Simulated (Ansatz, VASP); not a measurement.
SrO: VASP beside Ansatz

```
Sr O
1.0
     3.55329    0.00000    0.00000
    -1.77664    3.07724    0.00000
     0.00000    0.00000    6.21730
Sr O
2 2
Direct
  0.66667 0.33333 0.75000
  0.33333 0.66667 0.25000
  0.00000 0.00000 0.50000
  0.00000 0.00000 0.00000
```

Measurements of this composition are mostly on another form, of space group No. 225.

Alike in both runs: functional LDA; k mesh 9 × 9 × 5; occupations fermi-dirac, width 0.05 eV; no spin polarisation.

|  | VASP | Ansatz |
| --- | --- | --- |
| version | VASP 6.6.1 | Ansatz 0.2.0 |
| potentials or method | VASP PAW LDA potentials, release 64 (Sr_sv, O) | Ansatz PAW |
| plane-wave cutoff (eV) | 520 | 420 |
| valence electrons in the cell | 32 | 32 |
| task | single point | band structure |

|  | VASP | Ansatz | Ansatz less VASP |
| --- | --- | --- | --- |
| gap on the k mesh at the Fermi level (eV) | 2.88 | 2.87 | -0.009 |
| least direct gap on the mesh (eV) | 2.88 | 2.87 | -0.009 |
| pressure (GPa) | -5.0 | -5.6 | -0.64 |
| largest component of the traceless stress (GPa) | 0.62 | 0.62 | +0.005 |

Caveats: an odd mesh through Γ misses points on the zone boundary, where band edges often lie (VASP); the pressure holds a Pulay correction of +0.5 GPa for the finite cutoff (Ansatz); the PAW data sets come from PBE, with cores solved anew for the run's functional, which leaves a small shift of forces and pressure (Ansatz). A hybrid or GW would open this gap; LDA tends to underestimate it.
